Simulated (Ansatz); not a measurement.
(110) slab cut from the bulk of MoP, P-6m2 (No. 187); the slab's formula is MoP:

```yaml
crystal:
  lattice:
    - [3.19523, 0.00000, 0.00000]
    - [0.00000, 5.61365, 0.00000]
    - [0.00000, 0.00000, 24.72313]
  atoms:
    - { symbol: Mo, position: [0.00000, 0.50000, 0.30336] }
    - { symbol: P, position: [0.50000, 0.16667, 0.30336] }
    - { symbol: Mo, position: [0.00000, 0.00000, 0.36891] }
    - { symbol: P, position: [0.50000, 0.66667, 0.36891] }
    - { symbol: Mo, position: [0.00000, 0.50000, 0.43445] }
    - { symbol: P, position: [0.50000, 0.16667, 0.43445] }
    - { symbol: Mo, position: [0.00000, 0.00000, 0.50000] }
    - { symbol: P, position: [0.50000, 0.66667, 0.50000] }
    - { symbol: Mo, position: [0.00000, 0.50000, 0.56555] }
    - { symbol: P, position: [0.50000, 0.16667, 0.56555] }
    - { symbol: Mo, position: [0.00000, 0.00000, 0.63109] }
    - { symbol: P, position: [0.50000, 0.66667, 0.63109] }
    - { symbol: Mo, position: [0.00000, 0.50000, 0.69664] }
    - { symbol: P, position: [0.50000, 0.16667, 0.69664] }
```

Theory: DFT PBE, scalar-relativistic, plane waves, PAW (Ansatz 0.2.0). Cutoff 420 eV; k points 11×6×1 on the computed 14-atom cell (Γ-centred); Gaussian smearing, width 0.10 eV; no spin polarisation. The cell repeats along c with a dipole correction in the vacuum.

Question: What forces act on the atoms?

Answer:
```tsv
atom	Fx (eV/Å)	Fy (eV/Å)	Fz (eV/Å)
Mo1	0.000	-0.839	1.736
P2	0.000	0.947	-0.798
Mo3	0.000	0.267	0.620
P4	0.000	-0.256	-1.076
Mo5	0.000	-0.048	-0.319
P6	0.000	-0.056	-0.130
Mo7	0.000	0.007	0.000
P8	0.000	-0.040	0.000
Mo9	0.000	-0.048	0.319
P10	0.000	-0.056	0.130
Mo11	0.000	0.267	-0.620
P12	0.000	-0.256	1.076
Mo13	0.000	-0.839	-1.736
P14	0.000	0.947	0.798
```

Cost: 1 run of about 3.9 core-minutes, on Intel Xeon Processor @ 2.50GHz (Skylake/Cascade Lake) (shared hosts).